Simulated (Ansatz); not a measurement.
BaTe:

```xyz
2
Lattice="4.2625 0.0000 0.0000 0.0000 4.2625 0.0000 0.0000 0.0000 4.2625" Properties=species:S:1:pos:R:3 pbc="T T T"
Ba    0.0000    0.0000    0.0000
Te    2.1312    2.1312    2.1312
```

The cell comes from a database or a generator and needn't be the stable form of this composition.

Base run:

- Program: Ansatz 0.2.0
- Functional: PBEsol
- Potentials or basis: all-electron LAPW, scalar-relativistic
- Cutoff: 111 eV (chosen from the basis error)
- Basis error allowed: 0.001 eV/atom
- k mesh: 6 × 6 × 6
- Occupations: gaussian, width 0.02 eV
- Spin: no spin polarisation

Its results: band gap on the k mesh 0.81 eV, indirect (least direct gap 0.99 eV); pressure -2.2 GPa.

Question: The run is repeated on the same cell with these changes: functional from PBEsol to RPBE. What comes out?

Answer: Band gap on the k mesh 0.98 eV, indirect (least direct gap 1.20 eV); pressure 1.0 GPa.

RPBE binds less tightly than PBEsol, so the same cell stands under more pressure.

Caveats: spin-orbit coupling is left out, which moves the levels of the heavy elements.

A k mesh can miss the band edges.
